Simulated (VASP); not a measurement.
# BaF2 (Frankdicksonite) (Fm-3m) in VASP: further runs, part 2 of 2

VASP 6.6.1.

## 4. Relaxation of the atoms, PBE+D3(BJ) (a relaxed cell with its volume scaled by 0.94)

Input file INCAR:

```
SYSTEM = BaF2
ALGO = Normal ; EDIFF = 1E-7
EDIFFG = -0.01 ; ENCUT = 600
GGA = PE ; IBRION = 2
ISIF = 2 ; ISMEAR = 0
IVDW = 12 ; LASPH = .True.
LCHARG = .False. ; LREAL = .False.
LWAVE = .False. ; NELM = 80
NSW = 40 ; PREC = Accurate
SIGMA = 0.03
```

Input file KPOINTS:

```
k-points
0
Gamma
  8 8 8
  0 0 0
```

Input file POSCAR:

```
BaF2                                    
1.0
    0.0000000000      3.0568729144      3.0568729144
    3.0568729144     -0.0000000000      3.0568729144
    3.0568729144      3.0568729144      0.0000000000
  Ba              F             
     1     2
Direct
     1.0000000000000000    0.0000000000000000    1.0000000000000000
     0.2500000000000000    0.2500000000000000    0.2500000000000000
     0.7500000000000000    0.7500000000000000    0.7500000000000000
```

Potentials or basis: VASP PAW PBE potentials, release 64 (Ba_sv, F).

The run is started by

```sh
$ cat potpaw_PBE.64/Ba_sv/POTCAR potpaw_PBE.64/F/POTCAR > POTCAR
$ mpirun -np 1 vasp_std > vasp.out
```

OUTCAR:

```text
SYSTEM = BaF2
   EDIFF = 1E-7
   EDIFFG = -0.01
   ENCUT = 600
   GGA = PE
   IBRION = 2
   ISIF = 2
   ISMEAR = 0
   IVDW = 12
   LASPH = .True.
   LREAL = .False.
   NELM = 80
   NSW = 40
   PREC = Accurate
 IVDW          = 12

 ion  position               nearest neighbor table
   1  0.000  0.000  0.000-   2 2.65   3 2.65   3 2.65   3 2.65   3 2.65   2 2.65   2 2.65   2 2.65

   2  0.250  0.250  0.250-   1 2.65   1 2.65   1 2.65   1 2.65
   3  0.750  0.750  0.750-   1 2.65   1 2.65   1 2.65   1 2.65

  LATTYP: Found a face centered cubic cell.
 ALAT       =     6.1137458288

  Lattice vectors:

 A1 = (   0.0000000000,   3.0568729144,   3.0568729144)
 A2 = (   3.0568729144,   0.0000000000,   3.0568729144)
 A3 = (   3.0568729144,   3.0568729144,   0.0000000000)

Analysis of symmetry for initial positions (statically):
=====================================================================
 Subroutine PRICEL returns:
 Original cell was already a primitive cell.

 Routine SETGRP: Setting up the symmetry group for a
 face centered cubic supercell.

 Subroutine GETGRP returns: Found 48 space group operations
 (whereof 48 operations were pure point group operations)
 out of a pool of 48 trial point group operations.

The static configuration has the point symmetry O_h .

Analysis of symmetry for dynamics (positions and initial velocities):
=====================================================================
 Subroutine PRICEL returns:
 Original cell was already a primitive cell.

 Routine SETGRP: Setting up the symmetry group for a
 face centered cubic supercell.

 Subroutine GETGRP returns: Found 48 space group operations
 (whereof 48 operations were pure point group operations)
 out of a pool of 48 trial point group operations.

The dynamic configuration has the point symmetry O_h .

 Subroutine INISYM returns: Found 48 space group operations
 (whereof 48 operations are pure point group operations),
 and found     1 'primitive' translations

----------------------------------------------------------------------------------------
[... 120 lines left out ...]
   GGA     = PE    functional components
   LHFCALC =     F    Hartree Fock is set to
   AEXX    =    0.0000 exact exchange contribution
   IVDW    =    12    specifies the selected vdW correction
   LEPSILON=     F    determine dielectric tensor
   LRPA    =     F    only Hartree local field effects (RPA)
 conjugate gradient relaxation of ions
 non-spin polarized calculation
 Gauss-broadening in eV      SIGMA  =   0.03
  energy-cutoff  :      600.00
  volume of cell :       57.13
 maximum number of plane-waves:      1924
   NGX = 17   NGY = 17   NGZ = 17

 number of electron      23.9999988 magnetization

 Free energy of the ion-electron system (eV)
  ---------------------------------------------------
  ext. energy  EPLUGINS =         0.00000000
  ---------------------------------------------------
  free energy    TOTEN  =       -17.05115574 eV

  energy without entropy =      -17.05115574  energy(sigma->0) =      -17.05115574

 E-fermi :  -1.6756     XC(G=0):  -8.8953

 val. band max:       -1.8899921200   @ k =  -0.2500   0.2500   0.0000
 cond. band min:       5.0548314133   @ k =   0.0000   0.0000   0.0000
 fundamental gap:      6.9448235333
 Fermi energy:        -1.6755716749

 k-point     1 :       0.0000    0.0000    0.0000
  band No.  band energies     occupation
      1     -24.8999      2.00000
      2     -20.8976      2.00000
      3     -20.7822      2.00000
      4      -9.6669      2.00000
      5      -9.6669      2.00000
      6      -9.6669      2.00000
[... 433 lines left out ...]
      3     -21.0577      2.00000
      4     -10.0070      2.00000
      5      -9.8273      2.00000
      6      -9.8259      2.00000
[... 8 lines left out ...]
     15       7.8820      0.00000
     16       8.6495      0.00000

 [... further k-points ...]

------------------------ aborting loop because EDIFF is reached ----------------------------------------

 Edisp (eV)   -0.41882

 E8    (eV) :    -0.2014

  FORCE on cell =-STRESS in cart. coord.  units (eV):
  Direction    XX          YY          ZZ          XY          YZ          ZX
  --------------------------------------------------------------------------------------
  -------------------------------------------------------------------------------------
  Total       1.45532     1.45532     1.45532     0.00000     0.00000    -0.00000
  in kB      40.81378    40.81378    40.81378     0.00000     0.00000    -0.00000
  external pressure =       40.81 kB  Pullay stress =        0.00 kB

 VOLUME and BASIS-vectors are now :
 -----------------------------------------------------------------------------
  energy-cutoff  :      600.00
  volume of cell :       57.13
      direct lattice vectors                 reciprocal lattice vectors
     0.000000000  3.056872914  3.056872914    -0.163565845  0.163565845  0.163565845
     3.056872914  0.000000000  3.056872914     0.163565845 -0.163565845  0.163565845
     3.056872914  3.056872914  0.000000000     0.163565845  0.163565845 -0.163565845

 POSITION                                       TOTAL-FORCE (eV/Angst)
 -----------------------------------------------------------------------------------
      0.00000      0.00000      0.00000         0.000000      0.000000     -0.000000
      1.52844      1.52844      1.52844        -0.000000      0.000000      0.000000
      4.58531      4.58531      4.58531         0.000000     -0.000000     -0.000000
 -----------------------------------------------------------------------------------
    total drift:                                0.000000      0.000000      0.000000

  FREE ENERGIE OF THE ION-ELECTRON SYSTEM (eV)
  ---------------------------------------------------
  free  energy   TOTEN  =       -17.4699722154 eV

  energy  without entropy=      -17.4699722154  energy(sigma->0) =      -17.46997222

 reached required accuracy - stopping structural energy minimisation
```

OSZICAR:

```text
N       E                     dE             d eps       ncg     rms          rms(c)
DAV:   1     0.168150443194E+03    0.16815E+03   -0.14466E+04   928   0.158E+03
DAV:   2    -0.118678261808E+02   -0.18002E+03   -0.17514E+03  1152   0.310E+02
DAV:   3    -0.186873427328E+02   -0.68195E+01   -0.68107E+01  1216   0.685E+01
DAV:   4    -0.187961086727E+02   -0.10877E+00   -0.10875E+00  1192   0.780E+00
DAV:   5    -0.188001769699E+02   -0.40683E-02   -0.40683E-02  1320   0.983E-01    0.879E+00
DAV:   6    -0.170160933760E+02    0.17841E+01   -0.95918E+00   928   0.260E+01    0.451E+00
DAV:   7    -0.170233039039E+02   -0.72105E-02   -0.42407E-01  1216   0.580E+00    0.235E+00
DAV:   8    -0.170421337903E+02   -0.18830E-01   -0.66617E-02  1008   0.315E+00    0.339E-01
DAV:   9    -0.170485637666E+02   -0.64300E-02   -0.20899E-02  1072   0.108E+00    0.145E-01
DAV:  10    -0.170511288361E+02   -0.25651E-02   -0.42520E-03   936   0.513E-01    0.515E-02
DAV:  11    -0.170511542547E+02   -0.25419E-04   -0.50686E-04  1280   0.184E-01    0.295E-02
DAV:  12    -0.170511545945E+02   -0.33980E-06   -0.10119E-04   928   0.786E-02    0.331E-03
DAV:  13    -0.170511554083E+02   -0.81382E-06   -0.42310E-06  1256   0.147E-02    0.362E-03
DAV:  14    -0.170511556015E+02   -0.19323E-06   -0.13996E-07   872   0.334E-03    0.173E-03
DAV:  15    -0.170511557614E+02   -0.15989E-06   -0.40969E-07   960   0.511E-03    0.616E-04
DAV:  16    -0.170511557448E+02    0.16626E-07   -0.26919E-08   584   0.134E-03
   1 F= -.17469972E+02 E0= -.17469972E+02  d E =-.174700E+02
```

CONTCAR:

```text
BaF2
   1.00000000000000
     0.0000000000000000    3.0568729144000000    3.0568729144000000
     3.0568729144000000    0.0000000000000000    3.0568729144000000
     3.0568729144000000    3.0568729144000000    0.0000000000000000
  Ba              F
     1     2
Direct
     0.0000000000000000    0.0000000000000000    0.0000000000000000
     0.2500000000000000    0.2500000000000000    0.2500000000000000
     0.7500000000000000    0.7500000000000000    0.7500000000000000

  0.00000000E+00  0.00000000E+00  0.00000000E+00
  0.00000000E+00  0.00000000E+00  0.00000000E+00
  0.00000000E+00  0.00000000E+00  0.00000000E+00
```

Run time: 35 s. Hardware: 1 thread of Intel Xeon Platinum 8488C (Sapphire Rapids), shared host; peak memory 0.22 GiB.

Results:

| Property | Result |
| --- | --- |
| Free energy | -17.4700 eV |
| Pressure after relaxing | 4.1 GPa |
| Band gap on the k mesh | 6.94 eV, indirect (least direct gap 7.05 eV) |
| Dispersion energy per atom | -0.140 eV |

Final structure:
```yaml
crystal:
  lattice:
    - [0.00000, 3.05687, 3.05687]
    - [3.05687, 0.00000, 3.05687]
    - [3.05687, 3.05687, 0.00000]
  atoms:
    - { symbol: Ba, position: [0.00000, 0.00000, 0.00000] }
    - { symbol: F, position: [0.25000, 0.25000, 0.25000] }
    - { symbol: F, position: [0.75000, 0.75000, 0.75000] }
```

Caveat: the relaxation stopped at its first step, so nothing moved; spin-orbit coupling is left out, which moves the levels of the heavy elements. A k mesh can miss the band edges.

## 5. Relaxation of the atoms, PBE+D3(BJ) (a relaxed cell with its volume scaled by 0.96)

INCAR is that of step 4.

KPOINTS is that of step 4.

Input file POSCAR:

```
BaF2                                    
1.0
    0.0000000000      3.0784008977      3.0784008977
    3.0784008977     -0.0000000000      3.0784008977
    3.0784008977      3.0784008977      0.0000000000
  Ba              F             
     1     2
Direct
     1.0000000000000000    0.0000000000000000    1.0000000000000000
     0.2500000000000000    0.2500000000000000    0.2500000000000000
     0.7500000000000000    0.7500000000000000    0.7500000000000000
```

The run is started by

```sh
$ cat potpaw_PBE.64/Ba_sv/POTCAR potpaw_PBE.64/F/POTCAR > POTCAR
$ mpirun -np 1 vasp_std > vasp.out
```

It took 39 s on 1 thread of Intel Xeon Platinum 8488C (Sapphire Rapids), shared host; peak memory 0.22 GiB.

Results (log left out):

```yaml
Free_energy: -17.4974 eV
Pressure_after_relaxing: 2.6 GPa
Band_gap_on_the_k_mesh: 6.85 eV, indirect (least direct gap 6.94 eV)
Dispersion_energy_per_atom: -0.137 eV
```

Final structure:
```
Ba F
1.0
     0.00000    3.07840    3.07840
     3.07840    0.00000    3.07840
     3.07840    3.07840    0.00000
Ba F
1 2
Cartesian
  0.0000 0.0000 0.0000
  1.5392 1.5392 1.5392
  4.6176 4.6176 4.6176
```

Levels at points of the mesh, in eV from the valence-band top:
| k point | band 9 | band 10 | band 11 | band 12 | band 13 | band 14 | band 15 | band 16 |
| --- | --- | --- | --- | --- | --- | --- | --- | --- |
| (0.00, 0.00, 0.00) | -1.56 | -0.09 | -0.09 | -0.09 | 6.85 | 9.26 | 9.26 | 11.55 |
| (0.50, 0.00, 0.00) | -0.69 | -0.36 | -0.17 | -0.17 | 9.23 | 9.26 | 9.26 | 9.87 |
| (0.50, 0.50, 0.00) | -0.39 | -0.32 | -0.32 | -0.15 | 7.28 | 9.10 | 10.79 | 12.11 |

Caveat: the relaxation stopped at its first step, so nothing moved; spin-orbit coupling is left out, which moves the levels of the heavy elements.

## 6. Relaxation of the atoms, PBE+D3(BJ) (a relaxed cell with its volume scaled by 0.98)

INCAR is that of step 5.

KPOINTS is that of step 5.

Input file POSCAR:

```
BaF2                                    
1.0
    0.0000000000      3.0996319197      3.0996319197
    3.0996319197     -0.0000000000      3.0996319197
    3.0996319197      3.0996319197      0.0000000000
  Ba              F             
     1     2
Direct
     1.0000000000000000    0.0000000000000000    1.0000000000000000
     0.2500000000000000    0.2500000000000000    0.2500000000000000
     0.7500000000000000    0.7500000000000000    0.7500000000000000
```

Potentials or basis: VASP PAW PBE potentials, release 64 (Ba_sv, F).

The run is started by

```sh
$ cat potpaw_PBE.64/Ba_sv/POTCAR potpaw_PBE.64/F/POTCAR > POTCAR
$ mpirun -np 1 vasp_std > vasp.out
```

It took 35 s on 1 thread of Intel Xeon Platinum 8488C (Sapphire Rapids), shared host; peak memory 0.22 GiB.

The run converged. Its results:

* Free energy: -17.5137 eV
* Pressure after relaxing: 1.2 GPa
* Band gap on the k mesh: 6.77 eV, indirect (least direct gap 6.84 eV)
* Dispersion energy per atom: -0.134 eV

Final structure:
```cif
data_structure
_symmetry_space_group_name_H-M 'P 1'
_symmetry_Int_Tables_number 1
_cell_length_a 4.3835
_cell_length_b 4.3835
_cell_length_c 4.3835
_cell_angle_alpha 60.000
_cell_angle_beta 60.000
_cell_angle_gamma 60.000
_cell_volume 59.56
loop_
_atom_site_label
_atom_site_type_symbol
_atom_site_fract_x
_atom_site_fract_y
_atom_site_fract_z
_atom_site_occupancy
Ba1 Ba 0.00000 0.00000 0.00000 1
F1 F 0.25000 0.25000 0.25000 1
F2 F 0.75000 0.75000 0.75000 1
```

Levels at points of the mesh, in eV from the valence-band top:
| k point | band 9 | band 10 | band 11 | band 12 | band 13 | band 14 | band 15 | band 16 |
| --- | --- | --- | --- | --- | --- | --- | --- | --- |
| (0.00, 0.00, 0.00) | -1.50 | -0.08 | -0.08 | -0.08 | 6.77 | 9.18 | 9.18 | 11.39 |
| (0.50, 0.00, 0.00) | -0.67 | -0.35 | -0.17 | -0.17 | 9.10 | 9.18 | 9.18 | 9.79 |
| (0.50, 0.50, 0.00) | -0.36 | -0.33 | -0.33 | -0.13 | 7.25 | 9.00 | 10.66 | 11.95 |

Caveat: the relaxation stopped at its first step, so nothing moved; spin-orbit coupling is left out, which moves the levels of the heavy elements.

## 7. Summary

| task | cell | gap on the mesh (eV) | pressure (GPa) |
| --- | --- | --- | --- |
| relaxation of cell and atoms | relaxed | 6.68 | 0.0 |
| relaxation of the atoms | atoms relaxed from: a relaxed cell with its volume scaled by 0.94 | 6.94 | 4.1 |
| relaxation of the atoms | atoms relaxed from: a relaxed cell with its volume scaled by 0.96 | 6.85 | 2.6 |
| relaxation of the atoms | atoms relaxed from: a relaxed cell with its volume scaled by 0.98 | 6.77 | 1.2 |

Alike in all rows: level PBE+D3(BJ); potentials or basis VASP PAW PBE potentials, release 64 (Ba_sv, F); no spin polarisation; k mesh 8 × 8 × 8; cutoff (eV) 600; smearing gaussian 0.03 eV.

Caveats: spin-orbit coupling is left out, which moves the levels of the heavy elements; the relaxation stopped at its first step, so nothing moved (some runs).

Absolute energies hang on the potentials; compare differences alone.
